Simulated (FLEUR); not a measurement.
# MnO2 (P-3m1) in FLEUR: a series of runs

The runs below take MnO2 through single point, with PBEsol+U.

Everything below comes from runs of FLEUR MaX-R8.1 (later development tree). Logs are shortened: lines on timing, memory, paths and dates and some standing lists are left out, and cuts for length are marked.

## Step 1: The crystal as given

It takes space group P-3m1 (No. 164, trigonal). The conventional cell has a = 2.857 Å, b = 2.857 Å, c = 4.601 Å, α = 90.00°, β = 90.00°, γ = 120.00°. Mn (site symmetry -3m) is surrounded by 6 O at 1.90 Å. O (site symmetry 3m) has 3 Mn at 1.90 Å as nearest neighbours.

Measurements of this composition are mostly on another form, of space group No. 136.

## Step 2: Single point, PBEsol+U, collinear spin, ferromagnetic start

Input file inp.xml:

```xml
<?xml version="1.0" encoding="UTF-8" standalone="no"?>
<fleurInput fleurInputVersion="0.39">
   <comment>
      MnO2                                                                                                
   </comment>
   <calculationSetup>
      <cutoffs Kmax="5.24" Gmax="16.2" GmaxXC="16.2" numbands="0"/>
      <scfLoop itmax="100" minDistance="0.0002" maxIterBroyd="50" imix="Anderson" alpha="0.05" precondParam="0.0" spinf="2.0" sdNocoIR="T"/>
      <coreElectrons ctail="T" frcor="F" kcrel="0" coretail_lmax="0"/>
      <xcFunctional name="PBEs" relativisticCorrections="F"/>
      <magnetism jspins="2"/>
      <soc l_soc="F" theta="0.0" phi="0.0" spav="F"/>
      <expertModes spex="0" secvar="F"/>
      <geometryOptimization l_f="F" forcealpha="1.0" forcemix="BFGS" epsdisp="0.00001" epsforce="0.00001"/>
      <ldaU l_linMix="F" mixParam="0.05" spinf="1.0"/>
   </calculationSetup>
   <cell>
      <bzIntegration valenceElectrons="27.0" mode="hist" fermiSmearingEnergy="0.00183747">
         <kPointListSelection listName="default-1"/>
         <!-- k-points included here -->
         <xi:include xmlns:xi="http://www.w3.org/2001/XInclude" href="kpts.xml"> </xi:include>
      </bzIntegration>
      <!-- symmetry operations included here -->
      <xi:include xmlns:xi="http://www.w3.org/2001/XInclude" href="sym.xml"> </xi:include>
      <bulkLattice scale="1.0">
         <bravaisMatrix>
            <row-1>    5.3981504144642116     0.0000000000000000     0.0000000000000000</row-1>
            <row-2>   -2.6990752072321058     4.6749353925215278     0.0000000000000000</row-2>
            <row-3>    0.0000000000000000     0.0000000000000000     8.6953367681600700</row-3>
         </bravaisMatrix>
      </bulkLattice>
   </cell>
   <atomSpecies>
      <species name="Manganese 4.000" element="Mn" atomicNumber="25">
         <mtSphere radius="1.87" gridPoints="625" logIncrement="0.019"/>
         <atomicCutoffs lmax="8" lnonsphr="8"/>
         <electronConfig flipSpins="F">
            <coreConfig>(1s1/2) (2s1/2) (2p1/2) (2p3/2)</coreConfig>
            <valenceConfig>(3s1/2) (3p1/2) (3p3/2) (4s1/2) (3d3/2) (3d5/2)</valenceConfig>
            <stateOccupation state="(3d3/2)" spinUp="1.5" spinDown="0.5"/>
            <stateOccupation state="(3d5/2)" spinUp="3.0" spinDown="0.0"/>
         </electronConfig>
         <energyParameters s="4" p="4" d="3" f="4"/>
         <ldaU l="2" U="4" J="0.0" l_amf="F"/>
         <lo type="SCLO" l="0" n="3" eDeriv="0"/>
         <lo type="SCLO" l="1" n="3" eDeriv="0"/>
         <lo type="SCLO" l="1" n="3" eDeriv="1"/>
         <lo type="SCLO" l="3" n="4" eDeriv="2"/>
      </species>
      <species name="Oxygen (O)" element="O" atomicNumber="8">
         <mtSphere radius="1.43" gridPoints="477" logIncrement="0.022"/>
         <atomicCutoffs lmax="8" lnonsphr="8"/>
         <electronConfig flipSpins="F">
            <coreConfig>(1s1/2)</coreConfig>
            <valenceConfig>(2s1/2) (2p1/2) (2p3/2)</valenceConfig>
            <stateOccupation state="(2p1/2)" spinUp="0.666667" spinDown="0.666667"/>
            <stateOccupation state="(2p3/2)" spinUp="1.333333" spinDown="1.333333"/>
         </electronConfig>
         <energyParameters s="2" p="2" d="3" f="4"/>
         <lo type="SCLO" l="0" n="2" eDeriv="2"/>
         <lo type="SCLO" l="1" n="2" eDeriv="2"/>
         <lo type="SCLO" l="2" n="3" eDeriv="2"/>
      </species>
   </atomSpecies>
   <atomGroups>
      <atomGroup species="Manganese 4.000">
         <relPos label="                   1">.0000000000 .0000000000 1.000/2.000</relPos>
         <force calculate="T" relaxXYZ="TTT"/>
      </atomGroup>
      <atomGroup species="Oxygen (O)">
         <relPos label="                   2">1.000/3.000 -1.000/3.000 -.2937074300</relPos>
         <relPos label="                   3">-1.000/3.000 1.000/3.000 .2937074300</relPos>
         <force calculate="T" relaxXYZ="TTT"/>
      </atomGroup>
   </atomGroups>
   <output dos="F" band="F" slice="F">
      <checks vchk="F" cdinf="F"/>
      <bandDOS minEnergy="-.5*Htr" maxEnergy="0.5*Htr" sigma="0.015" storeEVData="T"/>
      <vacuumDOS vacdos="F" integ="F" star="F" nstars="0" locx1="0.0" locy1="0.0" locx2="0.0" locy2="0.0" nstm="0" tworkf="0.0"/>
      <unfoldingBand unfoldBand="F" supercellX="1" supercellY="1" supercellZ="1"/>
      <plotting iplot="0" polar="F">
         <plot TwoD="T" vec1="  1.0  0.0  0.0" vec2="  0.0  1.0  0.0" vec3="  0.0  0.0  1.0" zero="  0.0  0.0  0.0" file="plot"/>
      </plotting>
      <chargeDensitySlicing numkpt="0" minEigenval="0.0" maxEigenval="0.0" nnne="0" pallst="F"/>
      <specialOutput eonly="F"/>
      <moessbauerParams electricFieldGradient="T" isomerShift="T" coreHyperfine="T" valenceHyperfine="T"/>
      <magneticCircularDichroism mcd="F" energyLo="-10.0" energyUp="0.0"/>
   </output>
  <!-- We include the file relax.xml here to enable relaxations (see documentation) -->
  <xi:include xmlns:xi="http://www.w3.org/2001/XInclude" href="relax.xml"> <xi:fallback/> </xi:include>
</fleurInput>
```

Input file crystal.txt:

```
MnO2
&input cartesian=F /
2.8565781804  0.0000000000  0.0000000000
-1.4282890902  2.4738692722  0.0000000000
0.0000000000  0.0000000000  4.6013740589
1.8897261246
1.0 1.0 1.0

3
25 0.0000000000  0.0000000000  0.5000000000 : 4.000
8 0.3333333333  0.6666666667  0.7062925700
8 0.6666666667  0.3333333333  0.2937074300

&kpt div1=9 div2=9 div3=5 gamma=T /
```

Potentials or basis: all-electron, FLAPW.

The run is started by

```
$ inpgen -f crystal.txt -profile fastHighL
$ # inp.xml edited to the form shown
$ fleur_MPI
```

Log:

```text
Welcome to FLEUR        (www.flapw.de)
      MaX-Release 8.1          (www.max-centre.eu)

 ========== k-point set info ==========
 Selected k-point list: default-1
 k-point list type: mesh
 9 x 9 x 5
 Number of k points: 50

 ------------Calculation Setup---------------------------
 Number of MPI-tasks      :            1
 Number of PE/node        :            1
 Number of OMP-threads    :            1
 Most efficient MPI parallelization for:
           1           2           5          10          25          50
 Additional eigenvalue parallelization possible
 Number of basis functions:          633
 Approximate size of matrices (H+S) per k-point:         0.006 GB
 --------------------------------------------------------
 no density matrix found ... skipping LDA+U
 Reset of history
 Iteration:     1   Distance:      38.21043022 me/bohr^3
 Iteration:     2   Distance:      34.30602887 me/bohr^3
 Iteration:     3   Distance:      27.41460808 me/bohr^3
 Iteration:     4   Distance:      15.08667116 me/bohr^3
 Iteration:     5   Distance:      15.92834597 me/bohr^3
 Iteration:     6   Distance:       3.81007898 me/bohr^3
 Iteration:     7   Distance:       3.51301577 me/bohr^3
 Iteration:     8   Distance:       1.60890682 me/bohr^3
 Iteration:     9   Distance:       1.48014125 me/bohr^3
 Iteration:    10   Distance:       0.63238557 me/bohr^3
 Iteration:    11   Distance:       0.30342045 me/bohr^3
 Iteration:    12   Distance:       0.42500006 me/bohr^3
 Iteration:    13   Distance:       0.09058369 me/bohr^3
 Iteration:    14   Distance:       0.06333560 me/bohr^3
 Iteration:    15   Distance:       0.00921291 me/bohr^3
 Iteration:    16   Distance:       0.00918843 me/bohr^3
 Iteration:    17   Distance:       0.00231213 me/bohr^3
 Iteration:    18   Distance:       0.00063003 me/bohr^3
 Iteration:    19   Distance:       0.00058511 me/bohr^3
 Iteration:    20   Distance:       0.00007397 me/bohr^3

 ********************************************************************
 Run finished successfully
 Stop message:
   all done
 ********************************************************************
```

It took 4.9 min on 1 thread of Intel Xeon Platinum 8375C at 2.90GHz (Ice Lake), shared host; peak memory 0.09 GiB.

What came out:

- Free energy: -35579.3066 eV
- Band gap on the k mesh: 2.19 eV, indirect (least direct gap 2.33 eV)
- Net moment: 3.00 μB per cell
- Site moments: Mn +2.91; O -0.05 μB
- Valence electrons inside the program's atomic spheres: Mn 12.47; O 4.59 (radii Mn 1.87, O 1.43 bohr)

Levels at points of the mesh, in eV from the valence-band top:
Spin up:
```tsv
k point	band 11	band 12	band 13	band 14	band 15	band 16	band 17	band 18	band 19	band 20
(0.00, 0.00, 0.00)	-3.26	-0.76	-0.61	-0.61	-0.32	3.48	3.48	7.68	10.82	15.43
```
Spin down:
| k point | band 8 | band 9 | band 10 | band 11 | band 12 | band 13 | band 14 | band 15 | band 16 | band 17 |
| --- | --- | --- | --- | --- | --- | --- | --- | --- | --- | --- |
| (0.00, 0.00, 0.00) | -4.16 | -4.16 | -0.70 | -0.70 | -0.35 | 2.69 | 2.69 | 4.20 | 5.47 | 5.47 |

Eigenvalues of the final occupation matrices:
| site | spin | trace | eigenvalues |
| --- | --- | --- | --- |
| atom type 1 | 1 | 3.54 | 0.43 0.43 0.89 0.89 0.89 |
| atom type 1 | 2 | 0.66 | 0.06 0.07 0.07 0.23 0.23 |

Core levels (eV from the Fermi level):
| atom | levels |
| --- | --- |
| 1 Mn | 1s1/2 -6415.2, 2s1/2 -737.9, 2p1/2 -631.3, 2p3/2 -620.9 |
| 2 O | 1s1/2 -502.9 |
| 3 O | 1s1/2 -502.9 |

Caveat: an odd mesh through Γ misses points on the zone boundary, where band edges often lie; a cell with one magnetic atom can't hold antiferromagnetic order, which such compounds often take. The state reached can hang on the start; a lower one may exist.

## Step 3: Single point, PBEsol+U, collinear spin, ferromagnetic start

Changes to inp.xml since step 2:

```diff
@@ -43,3 +43,3 @@
          <energyParameters s="4" p="4" d="3" f="4"/>
-         <ldaU l="2" U="4" J="0.0" l_amf="F"/>
+         <ldaU l="2" U="5" J="0.0" l_amf="F"/>
          <lo type="SCLO" l="0" n="3" eDeriv="0"/>
```

crystal.txt is that of step 2.

Potentials or basis: all-electron, FLAPW.

The run is started by

```
$ inpgen -f crystal.txt -profile fastHighL
$ # inp.xml edited to the form shown
$ fleur_MPI
```

Wall time 4 min (1 thread of Intel Xeon Platinum 8375C at 2.90GHz (Ice Lake), shared host); peak memory 0.09 GiB.

It converged, with:

- Free energy: -35578.6548 eV
- Band gap on the k mesh: 2.11 eV, indirect (least direct gap 2.28 eV)
- Net moment: 3.00 μB per cell
- Site moments: Mn +2.98; O -0.07 μB
- Valence electrons inside the program's atomic spheres: Mn 12.46; O 4.59 (radii Mn 1.87, O 1.43 bohr)

Levels at points of the mesh, in eV from the valence-band top:
Spin up:
```
           k point  band 12  band 13  band 14  band 15  band 16  band 17  band 18  band 19
(0.00, 0.00, 0.00)    -1.02    -0.60    -0.60    -0.31     3.42     3.42     7.65    10.78
```
Spin down:
```tsv
k point	band 10	band 11	band 12	band 13	band 14	band 15
(0.00, 0.00, 0.00)	-0.74	-0.74	-0.39	3.00	3.00	4.48
```

Eigenvalues of the final occupation matrices:
| site | spin | trace | eigenvalues |
| --- | --- | --- | --- |
| atom type 1 | 1 | 3.56 | 0.44 0.44 0.89 0.89 0.90 |
| atom type 1 | 2 | 0.63 | 0.06 0.06 0.06 0.22 0.22 |

Core levels (eV from the Fermi level):
```
atom                                                   levels
1 Mn  1s1/2 -6415.3, 2s1/2 -738.0, 2p1/2 -631.4, 2p3/2 -621.0
 2 O                                             1s1/2 -502.8
 3 O                                             1s1/2 -502.8
```

Caveat: an odd mesh through Γ misses points on the zone boundary, where band edges often lie; a cell with one magnetic atom can't hold antiferromagnetic order, which such compounds often take.

## Step 4: Single point, PBEsol+U, collinear spin, ferromagnetic start

Changes to inp.xml since step 3:

```diff
@@ -43,3 +43,3 @@
          <energyParameters s="4" p="4" d="3" f="4"/>
-         <ldaU l="2" U="5" J="0.0" l_amf="F"/>
+         <ldaU l="2" U="6" J="0.0" l_amf="F"/>
          <lo type="SCLO" l="0" n="3" eDeriv="0"/>
```

crystal.txt is that of step 3.

The run is started by

```
$ inpgen -f crystal.txt -profile fastHighL
$ # inp.xml edited to the form shown
$ fleur_MPI
```

It took 4.4 min on 1 thread of Intel Xeon Platinum 8375C at 2.90GHz (Ice Lake), shared host; peak memory 0.09 GiB.

The run converged. Its results:

- Free energy: -35578.0186 eV
- Band gap on the k mesh: 2.02 eV, indirect (least direct gap 2.21 eV)
- Net moment: 3.00 μB per cell
- Site moments: Mn +3.04; O -0.10 μB
- Valence electrons inside the program's atomic spheres: Mn 12.46; O 4.60 (radii Mn 1.87, O 1.43 bohr)

Levels at points of the mesh, in eV from the valence-band top:
Spin up:
```tsv
k point	band 13	band 14	band 15	band 16	band 17	band 18
(0.00, 0.00, 0.00)	-0.60	-0.60	-0.30	3.36	3.36	7.62
```
Spin down:
```
           k point  band 10  band 11  band 12  band 13  band 14  band 15
(0.00, 0.00, 0.00)    -0.78    -0.78    -0.44     3.32     3.32     4.76
```

Eigenvalues of the final occupation matrices:
| site | spin | trace | eigenvalues |
| --- | --- | --- | --- |
| atom type 1 | 1 | 3.59 | 0.45 0.45 0.90 0.90 0.90 |
| atom type 1 | 2 | 0.59 | 0.05 0.05 0.05 0.21 0.21 |

Core levels (eV from the Fermi level):
```
atom                                                   levels
1 Mn  1s1/2 -6415.4, 2s1/2 -738.1, 2p1/2 -631.5, 2p3/2 -621.1
 2 O                                             1s1/2 -502.8
 3 O                                             1s1/2 -502.8
```

Caveat: an odd mesh through Γ misses points on the zone boundary, where band edges often lie; a cell with one magnetic atom can't hold antiferromagnetic order, which such compounds often take.

## Step 5: Summary

| U | gap on the mesh (eV) | moment (μB) |
| --- | --- | --- |
| Mn d U = 4 eV | 2.19 | 3.00 |
| Mn d U = 5 eV | 2.11 | 3.00 |
| Mn d U = 6 eV | 2.02 | 3.00 |

Alike in all rows: task single point; level PBEsol+U; potentials or basis all-electron, FLAPW; spin collinear, ferromagnetic start; cell as given; k mesh 9 × 9 × 5; smearing fermi-dirac 0.05 eV; kmax 5.24 1/bohr.

On the cell as given the gap runs from 2.02 eV (PBEsol+U) to 2.19 eV (PBEsol+U).

Caveats: an odd mesh through Γ misses points on the zone boundary, where band edges often lie; a cell with one magnetic atom can't hold antiferromagnetic order, which such compounds often take.

Compare energies only between runs with the same functional and basis.
